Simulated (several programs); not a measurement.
## GaS (P6_3/mmc) from semi-empirical methods to plane-wave DFT

Measured values to be reproduced:
- band gap: 2.59 eV (indirect fundamental gap; 77 K; “Vapor-liquid-solid growth of highly-mismatched semiconductor nanowires with high-fidelity van der Waals layer stacking”; Literature value quoted in introduction; method not stated; 2022; arxiv:2211.03366)

An 8-atom cell of GaS started from a crystallographic database, relaxed with r2SCAN+rVV10 in Ansatz, was computed with several methods. The symmetry is P6_3/mmc (No. 194, hexagonal); a = 3.580 Å, c = 15.563 Å in the conventional setting, 21.59 Å³ an atom. Ga is surrounded by 3 S at 2.33 Å and 1 Ga at 2.44 Å; S is surrounded by 3 Ga at 2.33 Å. The values are computed, spin-unpolarised.

```yaml
crystal:
  lattice:
    - [3.57951, 0.00000, 0.00000]
    - [-1.78975, 3.09994, 0.00000]
    - [0.00000, 0.00000, 15.56312]
  atoms:
    - { symbol: Ga, position: [0.33333, 0.66667, 0.17170] }
    - { symbol: Ga, position: [0.66667, 0.33333, 0.67170] }
    - { symbol: Ga, position: [0.33333, 0.66667, 0.32830] }
    - { symbol: Ga, position: [0.66667, 0.33333, 0.82830] }
    - { symbol: S, position: [0.33333, 0.66667, 0.60286] }
    - { symbol: S, position: [0.66667, 0.33333, 0.10286] }
    - { symbol: S, position: [0.33333, 0.66667, 0.89714] }
    - { symbol: S, position: [0.66667, 0.33333, 0.39714] }
```

Gaps and times are for a single point on this cell; volume and bulk modulus come from each method's own relaxation or energy curve at fixed shape, which is too stiff where a cell has free coordinates or axes. Times are rough, from shared hosts (AMD EPYC 7R13 Processor; Arm Neoverse V1; Arm Neoverse V2), and each method has its own mesh and cell size. A double dagger marks a value from a curve with shape and coordinates held. A star marks a curve whose lowest point is an end point. PM6 (MOPAC), PM7 (MOPAC), GFN1-xTB (tblite), GFN2-xTB (tblite) treat a cluster of cells at its zone centre, which samples few k points: where these miss a band edge, the gap comes out too large for that reason alone. Gaps from k meshes are read at a limited set of points (mesh, symmetry points, PBE's band edges), so each method's own least gap may be somewhat smaller. xTB and the PM methods were fitted mostly to molecules, and can miss a solid's gap by electronvolts. Minimal bases can be far off for gaps. Times of the plane-wave ladder aren't listed, since it ran on unlike processors and cards. Curves at held shape can't give the bulk modulus of a layered or molecular crystal, so none is listed. GLLB-SC's gap includes the derivative discontinuity. d marks a direct gap, i an indirect one (no mark: not told apart), a dash a value that wasn't computed or didn't pass its checks.

```csv
method,kind,gap (eV),own volume (Å³/atom),bulk modulus (GPa),atoms computed,processor time
PBE-D3(BJ),semilocal,–,21.56,–,8,–
r2SCAN+rVV10,semilocal,–,21.59,–,8,–
PBE-D4,semilocal,–,21.23,–,8,–
light PBE (260 eV and a coarse mesh),light plane-wave,1.62 i,–,–,8,2.4 s
GFN1-xTB (tblite),tight binding,0.98,23.73*‡,–,cluster,5.2 s
GFN2-xTB (tblite),tight binding,2.70,–,–,cluster,5.8 s
PM7 (MOPAC),semi-empirical,6.60,22.22‡,–,cluster,12 s
PM6 (MOPAC),semi-empirical,4.49,–,–,cluster,14 s
PBE,semilocal,1.62 i,–,–,8,–
PBE/SZV (CP2K),small basis,1.40 d,–,–,8,18 s
LDA,semilocal,1.48 i,–,–,8,–
r2SCAN,semilocal,1.91 i,–,–,8,–
PBE/DZVP (CP2K),small basis,1.61 i,22.65‡,–,8,48 s
GLLB-SC (GPAW),model potential,2.70,–,–,8,78 s
PBE+SOC,semilocal,1.62 i,–,–,8,–
LC-ωPBE,hybrid,6.89 i,–,–,8,–
HSE06,hybrid,2.33 i,–,–,8,–
PBE0,hybrid,3.02 i,–,–,8,–
DDH-PBE0,hybrid,2.50 i,–,–,8,–
```

Against HSE06 (2.33 eV) and with closed or daggered gaps left aside, the nearest gap at the points sampled is that of DDH-PBE0 (+0.17 eV) and the farthest that of LC-ωPBE (+4.56 eV). HSE06 is only a yardstick of convenience, and nearness to it can be luck.

Comparison with experiment:
- Band gap, measured 2.59 eV: light PBE (260 eV and a coarse mesh) -0.97 eV, GFN1-xTB (tblite) -1.61 eV, GFN2-xTB (tblite) +0.11 eV, PM7 (MOPAC) +4.01 eV, PM6 (MOPAC) +1.90 eV, PBE -0.97 eV, PBE/SZV (CP2K) -1.19 eV, LDA -1.11 eV, r2SCAN -0.68 eV, PBE/DZVP (CP2K) -0.98 eV, GLLB-SC (GPAW) +0.11 eV, PBE+SOC -0.97 eV, LC-ωPBE +4.30 eV, HSE06 -0.26 eV, PBE0 +0.43 eV, DDH-PBE0 -0.09 eV.
The calculations are for a static lattice; samples hold vibrations, temperature and, in optical gaps, excitons. A measured value is shown where most reports agree with it, and only for the quantities listed.

Only the rows marked +SOC include spin-orbit coupling.
